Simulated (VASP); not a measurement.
# Na (P6_3/mmc) in VASP: notebook

One crystal, Na, is run at these levels: PBE; tasks: relaxation of cell and atoms.

Program: VASP 6.6.1. These are calculated values, not measurements. Logs are shortened: lines on timing, memory, paths and dates and some standing lists are left out, and cuts for length are marked.

## Step 1: The crystal as given

Symmetry: P6_3/mmc, No. 194, hexagonal system. Conventional cell: a = 3.767 Å, b = 3.767 Å, c = 6.154 Å, α = 90.00°, β = 90.00°, γ = 120.00°. Around Na (site symmetry -6m2) lie 12 Na at 3.77 Å.

This isn't the form of Na at room conditions, which is bcc.

## Step 2: Relaxation of cell and atoms, PBE

Input file INCAR:

```
SYSTEM = Na
PREC     = Accurate       ! precision mode
ENCUT    = 520            ! plane-wave cutoff, eV
EDIFF    = 1E-6           ! SCF threshold, eV
ISMEAR   = 0              ! smearing method
SIGMA    = 0.1            ! smearing width, eV
LREAL    = .FALSE.        ! projectors in reciprocal space
LASPH    = .TRUE.         ! aspherical terms in the spheres
NELM     = 120            ! most SCF steps
ALGO     = Normal         ! electronic algorithm
ISIF     = 3              ! what is computed and relaxed
LWAVE    = .FALSE.        ! write WAVECAR
LCHARG   = .FALSE.        ! write CHGCAR
GGA      = PE             ! functional
IBRION   = 2              ! ionic algorithm
NSW      = 90             ! ionic steps
EDIFFG   = -0.01          ! ionic threshold
```

Input file KPOINTS:

```
Automatic mesh
0
G
  13 13 7
  0 0 0
```

Input file POSCAR:

```
Na
1.0
    3.7670000000      0.0000000000      0.0000000000
   -1.8835000000      3.2623177000      0.0000000000
    0.0000000000      0.0000000000      6.1540000000
Na
2
Direct
    0.3333333300      0.6666666700      0.2500000000
    0.6666666700      0.3333333300      0.7500000000
```

Potentials or basis: VASP PAW PBE potentials, release 64 (Na_pv).

Started as:

```bash
> cat potpaw_PBE.64/Na_pv/POTCAR > POTCAR
> mpirun -np 1 vasp_std > vasp.out
```

OUTCAR:

```text
SYSTEM = Na
   PREC = Accurate
   ENCUT = 520
   EDIFF = 1E-6
   ISMEAR = 0
   LREAL = .FALSE.
   LASPH = .TRUE.
   NELM = 120
   ISIF = 3
   GGA = PE
   IBRION = 2
   NSW = 90
   EDIFFG = -0.01

 ion  position               nearest neighbor table
   1  0.333  0.667  0.250-
   2  0.667  0.333  0.750-

  LATTYP: Found a hexagonal cell.
 ALAT       =     3.7670000000
 C/A-ratio  =     1.6336607380

  Lattice vectors:

 A1 = (   3.7670000000,   0.0000000000,   0.0000000000)
 A2 = (  -1.8835000000,   3.2623177000,   0.0000000000)
 A3 = (   0.0000000000,   0.0000000000,   6.1540000000)

Analysis of symmetry for initial positions (statically):
=====================================================================
 Subroutine PRICEL returns:
 Original cell was already a primitive cell.

 Routine SETGRP: Setting up the symmetry group for a
 hexagonal supercell.

 Subroutine GETGRP returns: Found 24 space group operations
 (whereof 12 operations were pure point group operations)
 out of a pool of 24 trial point group operations.

The static configuration has the point symmetry D_3d.
 The point group associated with its full space group is D_6h.

Analysis of symmetry for dynamics (positions and initial velocities):
=====================================================================
 Subroutine PRICEL returns:
 Original cell was already a primitive cell.

 Routine SETGRP: Setting up the symmetry group for a
 hexagonal supercell.

 Subroutine GETGRP returns: Found 24 space group operations
 (whereof 12 operations were pure point group operations)
 out of a pool of 24 trial point group operations.

The dynamic configuration has the point symmetry D_3d.
 The point group associated with its full space group is D_6h.

 Subroutine INISYM returns: Found 24 space group operations
 (whereof 12 operations are pure point group operations),
 and found     1 'primitive' translations

----------------------------------------------------------------------------------------

                                     Primitive cell

  volume of cell :      75.6274

  direct lattice vectors                    reciprocal lattice vectors
     3.767000000  0.000000000  0.000000000     0.265463233  0.153265269  0.000000000
    -1.883500000  3.262317700  0.000000000     0.000000000  0.306530538  0.000000000
     0.000000000  0.000000000  6.154000000     0.000000000  0.000000000  0.162495938

  length of vectors
     3.767000000  3.767000003  6.154000000     0.306530538  0.306530538  0.162495938

  position of ions in fractional coordinates (direct lattice)
     0.333333330  0.666666670  0.250000000
     0.666666670  0.333333330  0.750000000

  ion indices of the primitive-cell ions
   primitive index   ion index
                 1           1
                 2           2

----------------------------------------------------------------------------------------

 KPOINTS: Automatic mesh

Automatic generation of k-mesh.
 Grid dimensions read from file:
 generate k-points for:   13   13    7

 Generating k-lattice:

  Cartesian coordinates                     Fractional coordinates (reciprocal lattice)
     0.020420249  0.011789636  0.000000000     0.076923077  0.000000000  0.000000000
     0.000000000  0.023579272  0.000000000     0.000000000  0.076923077  0.000000000
     0.000000000  0.000000000  0.023213705     0.000000000  0.000000000  0.142857143

  Length of vectors
     0.023579272  0.023579272  0.023213705

  Shift w.r.t. Gamma in fractional coordinates (k-lattice)
     0.000000000  0.000000000  0.000000000

 Subroutine IBZKPT returns following result:
 ===========================================

 Found     84 irreducible k-points:

 Following reciprocal coordinates:
            Coordinates               Weight
  0.000000  0.000000  0.000000      1.000000
  0.076923  0.000000  0.000000      6.000000
  0.153846  0.000000  0.000000      6.000000
  0.230769  0.000000  0.000000      6.000000
  0.307692  0.000000  0.000000      6.000000
  0.384615  0.000000  0.000000      6.000000
[... 16 lines left out ...]
  0.076923  0.000000  0.142857     12.000000
  0.153846  0.000000  0.142857     12.000000
 [... further k-points ...]
   k-points           NKPTS =     84   k-points in BZ     NKDIM =     84   number of bands    NBANDS=     11
   number of dos      NEDOS =    301   number of ions     NIONS =      2
   total plane-waves  NPLWV =  37632
   dimension x,y,z NGX =    28 NGY =   28 NGZ =   48
   dimension x,y,z NGXF=    56 NGYF=   56 NGZF=   96
   ions per type =               2
   NGX,Y,Z   is equivalent  to a cutoff of  12.36, 12.36, 12.97 a.u.
   NGXF,Y,Z  is equivalent  to a cutoff of  24.71, 24.71, 25.93 a.u.
 SYSTEM =  Na
   PREC   = accura    normal or accurate (medium, high low for compatibility)
   ISTART =      0    job   : 0-new  1-cont  2-samecut
   ICHARG =      2    charge: 1-file 2-atom 10-const
   ISPIN  =      1    spin polarized calculation?
   LNONCOLLINEAR =      F non collinear calculations
   LSORBIT =      F    spin-orbit coupling
   LASPH  =      T    aspherical Exc in radial PAW
   ENCUT  =  520.0 eV  38.22 Ry    6.18 a.u.   7.00  7.00 11.44*2*pi/ulx,y,z
   NELM   =    120;   NELMIN=  2; NELMDL= -5     # of ELM steps
   EDIFF  = 0.1E-05   stopping-criterion for ELM
   LREAL  =      F    real-space projection
   EDIFFG = -.1E-01   stopping-criterion for IOM
   NSW    =     90    number of steps for IOM
   IBRION =      2    ionic relax: 0-MD 1-quasi-New 2-CG
   NFREE  =      1    steps in history (QN), initial steepest desc. (CG)
   ISIF   =      3    stress and relaxation
   ISYM   =      2    0-nonsym 1-usesym 2-fastsym
   POTIM  = 0.5000    time-step for ionic-motion
   TEBEG  =    0.0;   TEEND  =   0.0 temperature during run
   PSTRESS=    0.0 pullay stress
   NELECT =      14.0000    total number of electrons
   NUPDOWN=      -1.0000    fix difference up-down
   EMIN   =  10.00;   EMAX   =-10.00  energy-range for DOS
   EFERMI =   0.00;   METHOD = LEGACY
   ISMEAR =     0;   SIGMA  =   0.10  broadening in eV -4-tet -1-fermi 0-gaus
   EFERMI_NEDOS =   21; number of points for ismear=-14 and -15
   IALGO  =     38    algorithm
   IMIX   =      4    mixing-type and parameters
     AMIX     =   0.40;   BMIX     =  1.00
     AMIX_MAG =   1.60;   BMIX_MAG =  1.00
  volume/ion in A,a.u.               =      37.81       255.18
  Fermi-wavevector in a.u.,A,eV,Ry     =   0.933020  1.763153 11.844235  0.870527
  Thomas-Fermi vector in A             =   2.059678
   LORBIT       =      0    0 simple, 1 ext, 2 COOP (PROOUT), +10 PAW based schemes
   GGA     = PE    functional components
   LHFCALC =     F    Hartree Fock is set to
   AEXX    =    0.0000 exact exchange contribution
   IVDW    =     0    specifies the selected vdW correction
   LEPSILON=     F    determine dielectric tensor
   LRPA    =     F    only Hartree local field effects (RPA)
 conjugate gradient relaxation of ions
 non-spin polarized calculation
 Gauss-broadening in eV      SIGMA  =   0.10
  energy-cutoff  :      520.00
  volume of cell :       75.63
 maximum number of plane-waves:      2049
 NGX is ok and might be reduce to    28
   NGX = 13   NGY = 13   NGZ = 23

--------------------------------------- Ionic step        1  -------------------------------------------

 number of electron      14.0000011 magnetization

 Free energy of the ion-electron system (eV)
  ---------------------------------------------------
  ext. energy  EPLUGINS =         0.00000000
  ---------------------------------------------------
  free energy    TOTEN  =        -2.62350301 eV

  energy without entropy =       -2.61915462  energy(sigma->0) =       -2.62132882

------------------------ aborting loop because EDIFF is reached ----------------------------------------

  FORCE on cell =-STRESS in cart. coord.  units (eV):
  Direction    XX          YY          ZZ          XY          YZ          ZX
  --------------------------------------------------------------------------------------
  -------------------------------------------------------------------------------------
  Total       -0.0951409     -0.0951409     -0.0289657      0.0000000      0.0000000      0.0000000
  in kB       -2.0155726     -2.0155726     -0.6136432      0.0000000      0.0000000      0.0000000
  external PRESSURE =      -1.5482628 kB  Pullay stress =       0.0000000 kB
[... 273 lines left out ...]
  energy  without entropy=       -2.6207286871  energy(sigma->0) =       -2.62265909

--------------------------------------- Ionic step        9  -------------------------------------------

 number of electron      14.0000005 magnetization

 Free energy of the ion-electron system (eV)
  ---------------------------------------------------
  ext. energy  EPLUGINS =         0.00000000
  ---------------------------------------------------
  free energy    TOTEN  =        -2.62460187 eV

  energy without entropy =       -2.62080126  energy(sigma->0) =       -2.62270156

 E-fermi :   0.3300     XC(G=0):  -6.5059

 val. band max:        0.3123488083   @ k =   0.3077   0.2308   0.1429
 cond. band min:       0.3992432777   @ k =   0.3846   0.1538   0.0000
 fundamental gap:      0.0868944694
 Fermi energy:         0.3299552876

 k-point     1 :       0.0000    0.0000    0.0000
  band No.  band energies     occupation
      1     -24.5946      2.00000
      2     -24.5664      2.00000
      3     -24.5664      2.00000
      4     -24.5619      2.00000
      5     -24.5619      2.00000
      6     -24.5610      2.00000
      7      -2.9490      2.00000
      8       0.8150      0.00000
      9       1.1960      0.00000
     10      10.4600      0.00000
     11      10.4600      0.00000
[... 309 lines left out ...]
 k-point    24 :       0.1538    0.0000    0.1429
  band No.  band energies     occupation
      1     -24.5907      2.00000
      2     -24.5721      2.00000
      3     -24.5689      2.00000
      4     -24.5680      2.00000
      5     -24.5633      2.00000
      6     -24.5628      2.00000
      7      -2.5124      2.00000
      8       0.2974      1.35477
      9       2.5120      0.00000
     10       7.2241      0.00000
     11       9.1316      0.00000

 [... further k-points ...]

------------------------ aborting loop because EDIFF is reached ----------------------------------------

  FORCE on cell =-STRESS in cart. coord.  units (eV):
  Direction    XX          YY          ZZ          XY          YZ          ZX
  --------------------------------------------------------------------------------------
  -------------------------------------------------------------------------------------
  Total       -0.0014722     -0.0014722     -0.0092014      0.0000000      0.0000000      0.0000000
  in kB       -0.0318666     -0.0318666     -0.1991726      0.0000000      0.0000000      0.0000000
  external PRESSURE =      -0.0876353 kB  Pullay stress =       0.0000000 kB
[... 17 lines left out ...]
  FREE ENERGIE OF THE ION-ELECTRON SYSTEM (eV)
  ---------------------------------------------------
  free  energy   TOTEN  =        -2.6246018695 eV

  energy  without entropy=       -2.6208012591  energy(sigma->0) =       -2.62270156

 reached required accuracy - stopping structural energy minimisation
```

Run time: 1.8 min. Hardware: 1 thread of Intel Xeon Platinum 8488C (Sapphire Rapids), shared host; peak memory 0.21 GiB.

Results:

```
Free energy                            : -2.6246 eV
Relaxed volume                         : 37.01 Å³/atom
Relaxed cell                           : a = 3.720 Å, b = 3.720 Å, c = 6.177 Å, α = 90.00°, β = 90.00°, γ = 120.00°
Space group after relaxing (to 0.05 Å) : P6_3/mmc (No. 194)
Energy gained by relaxing              : 0.5 meV/atom
Ionic steps                            : 9
Pressure after relaxing                : 0.0 GPa
Band gap on the k mesh                 : none (metal or under the smearing width)
```

The path:
```tsv
step	energy change (eV)	largest force (eV/Å)	pressure (GPa)	volume (Å³)
1	0.0000	0.0000	-0.15	75.63
2	-0.0004	0.0000	-0.11	75.23
3	-0.0008	0.0000	-0.05	74.68
4	-0.0009	0.0000	0.05	73.60
5	-0.0010	0.0000	0.01	73.97
6	-0.0010	0.0000	0.03	73.92
7	-0.0010	0.0000	0.00	73.94
8	-0.0011	0.0000	0.04	74.00
9	-0.0011	0.0000	-0.01	74.02
```

Final structure:
```
Na
1.0
     3.71990    0.00000    0.00000
    -1.85995    3.22153    0.00000
     0.00000    0.00000    6.17650
Na
2
Direct
  0.33333 0.66667 0.25000
  0.66667 0.33333 0.75000
```

Levels at points of the mesh, in eV from the Fermi level:
```csv
k point,band 4,band 5,band 6,band 7,band 8,band 9,band 10,band 11
"(0.00, 0.00, 0.00)",-24.89,-24.89,-24.89,-3.28,0.49,0.87,10.13,10.13
```

## Step 3: Relaxation of cell and atoms, PBE

This run uses another cell than the first one, of 37.01 Å³/atom, 0.979 times its volume.

INCAR: that of step 2 with these lines changed.

```diff
@@ -3,3 +3,3 @@
 ENCUT    = 520            ! plane-wave cutoff, eV
-EDIFF    = 1E-6           ! SCF threshold, eV
+EDIFF    = 1E-7           ! SCF threshold, eV
 ISMEAR   = 0              ! smearing method
@@ -15,3 +15,4 @@
 IBRION   = 2              ! ionic algorithm
-NSW      = 90             ! ionic steps
-EDIFFG   = -0.01          ! ionic threshold
+NSW      = 60             ! ionic steps
+EDIFFG   = -0.005         ! ionic threshold
+POTIM    = 0.3            ! step
```

KPOINTS is that of step 2.

Input file POSCAR:

```
Na                                      
1.0
    3.7199020836      0.0000000000     -0.0000000000
   -1.8599510418      3.2215297078     -0.0000000000
   -0.0000000000     -0.0000000000      6.1765026120
  Na            
     2
Direct
     0.3333333300000021    0.6666666699999979    0.2500000000000000
     0.6666666699999979    0.3333333300000021    0.7500000000000000
```

Potentials or basis: VASP PAW PBE potentials, release 64 (Na_pv).

Started as:

```bash
> cat potpaw_PBE.64/Na_pv/POTCAR > POTCAR
> mpirun -np 1 vasp_std > vasp.out
```

Wall time 25 s (1 thread of Intel Xeon Platinum 8488C (Sapphire Rapids), shared host); peak memory 0.2 GiB.

It converged, with:

```yaml
Free_energy: -2.6245 eV
Pressure_after_relaxing: 0.0 GPa
Band_gap_on_the_k_mesh: none (metal or under the smearing width)
```

Final structure:
```xyz
2
Lattice="3.7199 0.0000 0.0000 -1.8600 3.2215 0.0000 0.0000 0.0000 6.1765" Properties=species:S:1:pos:R:3 pbc="T T T"
Na    0.0000    2.1477    1.5441
Na    1.8600    1.0738    4.6324
```

Levels at points of the mesh, in eV from the Fermi level:
| k point | band 3 | band 4 | band 5 | band 6 | band 7 | band 8 | band 9 | band 10 | band 11 |
| --- | --- | --- | --- | --- | --- | --- | --- | --- | --- |
| (0.00, 0.00, 0.00) | -24.90 | -24.89 | -24.89 | -24.89 | -3.28 | 0.49 | 0.87 | 10.13 | 10.13 |

Caveat: the relaxation stopped at its first step, so nothing moved.
